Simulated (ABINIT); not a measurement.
Planning a run of ABINIT 10.8.3 on MgO (Periclase). The input:

```
acell 3*1.0 Angstrom
rprim 
  -0.000000000000 2.108500000000 2.108500000000
  2.108500000000 0.000000000000 2.108500000000
  2.108500000000 2.108500000000 0.000000000000
ntypat 2
znucl 12 8
natom 2
typat 1 2
xred 
  0.000000000000 0.000000000000 0.000000000000
  0.500000000000 0.500000000000 0.500000000000
pp_dirpath "pseudos"
pseudos "Mg.upf, O.upf"
ecut 38
ngkpt 6 6 6
nshiftk 1
shiftk 0 0 0
kptopt 1
chksymbreak 0
istwfk *1
occopt 1
irdwfk 1
optdriver 3
nband 166
ecuteps 11.2
inclvkb 2
awtr 1
symchi 1
gwcalctyp 1
nfreqre 0
nfreqim 16
indata_prefix "in"
outdata_prefix "out"
tmpdata_prefix "tmp"
```

The database entry behind the starting cell differs from later determinations by our own check (about 0.1 % long), so it need not match the best structure at ambient conditions.

```sh
OMP_NUM_THREADS=1 mpirun -n 8 abinit run.abi > log
```

Question: How long will it take on 8 MPI ranks of Arm Neoverse V2, shared host, and how much memory?

It took 5.9 min; on shared hardware allow 2.9 min to 12 min. Peak host memory was 1.8 GiB.

[Paths, hosts, dates, memory and timing lines, banners, echoed tables and standing remarks are left out of the program output.]

[Logs are printed without paths, hosts, clocks, repeated set-up lines and the standing remarks that a program may print on its own settings, such as how far it seeks lower states.]

[Runs of the session that timed out or met a known fault of the program may be left out.]

[Hosts, paths, dates, database ids (printed as entryN), source tags and the programs' standing remarks are cut or masked in the printed files.]

[G0W0 gaps are taken among the corrected bands and points alone; a level outside them can change the order at an edge.]

[Where Ansatz stands beside ABINIT at settings called matched, ABINIT's density can come from a denser mesh and the files from another edition; pairs whose starting gaps differed by over 0.03 eV were left out, so agreement reads better than it is.]
